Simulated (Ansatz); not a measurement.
# AgCl: response to strain

AgCl is deformed so: equal xy, yz and zx engineering shear strains of +3 %. What stress and forces result, by LAPW, PAW and all-electron datasets made for the crystal?

Computed with Ansatz 0.2.0 (DFT PBE, scalar-relativistic, unless a step's input says otherwise).

## Step 1: The system as given

The structure is orthorhombic, space group Cmcm (No. 63). The conventional cell has a = 3.742 Å, b = 11.113 Å, c = 3.924 Å, α = 90.00°, β = 90.00°, γ = 90.00°. Ag (site symmetry m2m) is surrounded by 5 Cl at 2.73 to 2.91 Å and 2 Ag at 3.02 Å. Around Cl (site symmetry m2m) lie 5 Ag at 2.73 to 2.91 Å.

Structure file:

```
CELL_PARAMETERS angstrom
1.87091 -5.55660 0.00000
1.87091 5.55660 0.00000
0.00000 0.00000 3.92404
ATOMIC_POSITIONS crystal
Ag 0.39656 0.60344 0.75000
Ag 0.60344 0.39656 0.25000
Cl 0.86545 0.13455 0.25000
Cl 0.13455 0.86545 0.75000
```

Atoms are numbered in the order of the input: Ag1, Ag2, Cl3, Cl4.

## Step 2: The deformed structure

Space group Cmcm before, P-1 after.

## Step 3: LAPW, all electrons

File input.yaml:

```yaml
crystal:
  lattice:
    - [1.7875607745, -5.5285315903, -0.055285283]
    - [1.9542586315, 5.5846588813, 0.1114125741]
    - [0.0588605602, 0.0588605602, 3.92403735]
  atoms:
    - { symbol: Ag, position: [0.3965554, 0.6034446, 0.75] }
    - { symbol: Ag, position: [0.6034446, 0.3965554, 0.25] }
    - { symbol: Cl, position: [0.86544873, 0.13455127, 0.25] }
    - { symbol: Cl, position: [0.13455127, 0.86544873, 0.75] }
kpoints:
  mp_grid: { grid: [9, 9, 8] }
  band_path:
    path:
      - [0.0, 0.0, 0.0]
      - [0.5, -0.5, 0.0]
      - [0.0, 0.0, 0.5]
      - [0.0, 0.0, 0.0]
      - [0.0, -0.5, 0.0]
      - [-0.5, 0.0, -0.5]
      - [0.0, 0.0, 0.0]
      - [0.0, -0.5, -0.5]
      - [-0.5, 0.0, 0.0]
    npoints: 5
scf:
  occupations: { method: fermi_dirac, width: 0.03 }
hamiltonian:
  xc: pbe
  pseudopotentials: { kind: all_electron, lapw: { basis_error: 0.001 } }
output:
  forces: true
  stress: true
  eigenvalues: true
```

The run is started by

```console
$ ansatz run input.yaml --threads 1 --pin off --max-ram 6144MiB --backend cpu --events-out ev --progress --plain --runs-dir out
```

## Step 4: PAW on the default files

File input.yaml:

```yaml
crystal:
  lattice:
    - [1.7875607745, -5.5285315903, -0.055285283]
    - [1.9542586315, 5.5846588813, 0.1114125741]
    - [0.0588605602, 0.0588605602, 3.92403735]
  atoms:
    - { symbol: Ag, position: [0.3965554, 0.6034446, 0.75] }
    - { symbol: Ag, position: [0.6034446, 0.3965554, 0.25] }
    - { symbol: Cl, position: [0.86544873, 0.13455127, 0.25] }
    - { symbol: Cl, position: [0.13455127, 0.86544873, 0.75] }
kpoints:
  mp_grid: { grid: [9, 9, 8] }
scf:
  occupations: { method: fermi_dirac, width: 0.03 }
hamiltonian:
  xc: pbe
  pseudopotentials: { kind: paw }
output:
  forces: true
  stress: true
  eigenvalues: true
  efg: { contact_densities: true }
  write_density: true
  write_potential: true
  elf: true
  volumetric_format: npy
```

## Step 5: Datasets made for this crystal

Changes to input.yaml since step 4:

```diff
@@ -16,3 +16,3 @@
   xc: pbe
-  pseudopotentials: { kind: paw }
+  pseudopotentials: { kind: all_electron, datasets: crystal }
 output:
@@ -22,5 +22 @@
   efg: { contact_densities: true }
-  write_density: true
-  write_potential: true
-  elf: true
-  volumetric_format: npy
```

(Steps that only read results are left out.)

Q: Predict the outcome of this session. Wanted: pressure; largest shear or deviatoric stress.

The runs gave:

| quantity | value |
| --- | --- |
| pressure | LAPW 1.80, PAW 1.80, crystal datasets 1.81 GPa |
| largest shear or deviatoric stress (LAPW) | 0.50 GPa |

What this shows: The largest part of the stress beyond the pressure is 0.50 GPa in size, in the yz component; the atoms are carried along and not relaxed. No run of the undeformed cell stands beside it, so the pressure holds what the given cell had before the change. PAW: stress within 0.01 GPa of LAPW, forces within 1 meV/Å. Crystal datasets: stress within 0.01 GPa of LAPW, forces within 1 meV/Å.
